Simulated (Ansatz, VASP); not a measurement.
**Two plane-wave programs on SiO2**

```
Si O
1.0
     4.98178    0.00000    0.00000
    -2.49089    4.31435    0.00000
     0.00000    0.00000    5.49538
Si O
3 6
Direct
  0.00000 0.50000 0.33333
  0.50000 0.50000 0.66667
  0.50000 0.00000 0.00000
  0.58958 0.79479 0.83333
  0.79479 0.58958 0.50000
  0.79479 0.20521 0.16667
  0.41042 0.20521 0.83333
  0.20521 0.41042 0.50000
  0.20521 0.79479 0.16667
```

Alike in both runs: functional LDA; k mesh 6 × 6 × 4; occupations gaussian, width 0.02 eV; no spin polarisation.

Ansatz relaxed the structure, and its values are those at the end. VASP's run is a single point on that final structure, the one shown.

```csv
,VASP,Ansatz
version,VASP 6.6.1,Ansatz 0.2.0
potentials or method,"VASP PAW LDA potentials, release 64 (Si, O)","scalar-relativistic, plane waves, PAW"
plane-wave cutoff (eV),520,420
valence electrons in the cell,48,48
```

```tsv
	VASP	Ansatz	Ansatz less VASP
gap on the k mesh at the Fermi level (eV)	5.57	5.58	+0.005
least direct gap on the mesh (eV)	5.73	5.74	+0.001
pressure (GPa)	4.7	4.0	-0.65
rms of the force components (eV/Å)	0.003	0.000	-0.0033
```

A k mesh can miss the band edges.
